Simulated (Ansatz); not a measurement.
Geometry optimisation, Ansatz 0.2.0, DFT LDA, scalar-relativistic, plane waves, PAW.

The input (input.yaml):

```yaml
crystal:
  lattice:
    - [-3.07642, -1.776172, 12.583862]
    - [3.07642, -1.776172, 12.583862]
    - [0.0, 3.552343, 12.583862]
  atoms:
    - { symbol: Si, position: [0.0833491, 0.0833491, 0.08334913] }
    - { symbol: Si, position: [0.34999603, 0.34999603, 0.34999612] }
    - { symbol: Si, position: [0.54996029, 0.54996029, 0.54996045] }
    - { symbol: Si, position: [0.81659759, 0.81659759, 0.81659782] }
    - { symbol: Si, position: [0.94996336, 0.94996336, 0.94996363] }
    - { symbol: C, position: [0.13335009, 0.13335009, 0.13335013] }
    - { symbol: C, position: [0.40014446, 0.40014446, 0.40014457] }
    - { symbol: C, position: [0.60010265, 0.60010265, 0.60010282] }
    - { symbol: C, position: [0.8665904, 0.8665904, 0.86659064] }
    - { symbol: C, position: [0.99994561, 0.99994561, 0.99994589] }
    - { symbol: Si, position: [0.58334909, 0.58334909, 0.08334919] }
    - { symbol: Si, position: [0.84999601, 0.84999601, 0.34999619] }
    - { symbol: Si, position: [0.04996031, 0.04996031, 0.54996039] }
    - { symbol: Si, position: [0.31659761, 0.31659761, 0.81659776] }
    - { symbol: Si, position: [0.44996338, 0.44996338, 0.94996357] }
    - { symbol: C, position: [0.63335007, 0.63335007, 0.13335019] }
    - { symbol: C, position: [0.90014444, 0.90014444, 0.40014464] }
    - { symbol: C, position: [0.10010267, 0.10010267, 0.60010276] }
    - { symbol: C, position: [0.36659042, 0.36659042, 0.86659058] }
    - { symbol: C, position: [0.49994563, 0.49994563, 0.99994583] }
    - { symbol: Si, position: [0.58334905, 0.08334911, 0.5833492] }
    - { symbol: Si, position: [0.84999597, 0.34999603, 0.8499962] }
    - { symbol: Si, position: [0.04996035, 0.54996029, 0.04996037] }
    - { symbol: Si, position: [0.31659765, 0.81659759, 0.31659775] }
    - { symbol: Si, position: [0.44996342, 0.94996336, 0.44996356] }
    - { symbol: C, position: [0.63335004, 0.13335009, 0.6333502] }
    - { symbol: C, position: [0.90014441, 0.40014446, 0.90014465] }
    - { symbol: C, position: [0.1001027, 0.60010265, 0.10010274] }
    - { symbol: C, position: [0.49994566, 0.99994561, 0.49994582] }
    - { symbol: Si, position: [0.08334911, 0.58334905, 0.5833492] }
    - { symbol: Si, position: [0.34999603, 0.84999597, 0.8499962] }
    - { symbol: Si, position: [0.54996029, 0.04996035, 0.04996037] }
    - { symbol: Si, position: [0.81659759, 0.31659765, 0.31659775] }
    - { symbol: Si, position: [0.94996336, 0.44996342, 0.44996356] }
    - { symbol: C, position: [0.13335009, 0.63335004, 0.6333502] }
    - { symbol: C, position: [0.40014446, 0.90014441, 0.90014465] }
    - { symbol: C, position: [0.60010265, 0.1001027, 0.10010274] }
    - { symbol: C, position: [0.36659045, 0.8665904, 0.36659057] }
    - { symbol: C, position: [0.99994561, 0.49994566, 0.49994582] }
total_charge: -2
basis:
  ecutwfc: 420.0
kpoints:
  mp_grid: { grid: [2, 2, 2] }
hamiltonian:
  xc: lda
  pseudopotentials: { kind: paw, azcp: { folder: soft_1 } }
scf:
  occupations: { method: gaussian, width: 0.05 }
  lower_state_search: "off"
relax:
  f_tol: 0.03
  max_steps: 60
  adjacent_minimum: "off"
```

Run as:

```bash
$ ansatz run input.yaml --threads 2 --pin off --max-ram 5120MiB --backend cpu --events-out ev --progress --plain --runs-dir out
```

Problem. Where does it end, and by what steps?

Solution. The forces met the threshold. The force dipped under the threshold on the way, but the program's further checks kept it going. Limits of this set-up: coarse k mesh, PAW files made for another functional, no spin, though dangling bonds at a vacancy may carry it, a small cell, in which the defect meets its images, a typed lattice constant that wasn't relaxed here, charged cell in a uniform background, uncorrected. After 6 steps the energy has fallen by 0.311 eV; Si13 moved furthest, 0.11 Å.

| step | energy less start (eV) | largest force component (eV/Å) | accepted |
| --- | --- | --- | --- |
| 0 | 0.0000 | 0.929 | yes |
| 1 | -0.1519 | 0.590 | yes |
| 2 | -0.2346 | 0.501 | yes |
| 3 | -0.3027 | 0.188 | yes |
| 4 | -0.3097 | 0.089 | yes |
| 5 | -0.3110 | 0.023 | yes |
| 6 | -0.3110 | 0.024 | yes |

```xyz
39
Lattice="-3.0764 -1.7762 12.5839 3.0764 -1.7762 12.5839 0.0000 3.5523 12.5839" Properties=species:S:1:pos:R:3
Si -0.010 -0.006 3.151
Si -0.003 -0.002 13.222
Si -0.098 -0.057 20.750
Si 0.006 0.004 30.826
Si -0.009 -0.005 35.858
C -0.016 -0.009 5.001
C 0.001 0.001 15.107
C 0.011 0.006 22.683
C 0.012 0.007 32.718
C 0.008 0.005 37.753
Si 0.010 -1.782 15.734
Si 0.003 -1.778 25.806
Si 0.098 1.720 8.166
Si -0.006 1.780 18.242
Si 0.009 1.771 23.274
C 0.016 -1.786 17.585
C -0.001 -1.775 27.691
C -0.011 1.782 10.099
C -0.012 1.783 20.134
C -0.008 1.781 25.169
Si -1.538 0.900 15.734
Si -1.538 0.891 25.806
Si 1.538 -0.775 8.166
Si 1.538 -0.895 18.242
Si 1.538 -0.877 23.274
C -1.538 0.907 17.585
C -1.538 0.886 27.691
C 1.538 -0.901 10.099
C 1.538 -0.897 25.169
Si 1.538 0.888 15.752
Si 1.538 0.888 25.779
Si -1.538 -0.888 8.173
Si -1.538 -0.888 18.297
Si -1.538 -0.888 23.266
C 1.538 0.888 17.627
C 1.538 0.888 27.644
C -1.538 -0.888 10.075
C 1.538 -0.902 20.134
C -1.538 -0.888 25.172
```

Whether the end is a true minimum wasn't checked by a vibrational analysis.

Time of the run: 24 s on 2 threads of Arm Neoverse V2, on a shared host, peak memory 0.81 GiB.
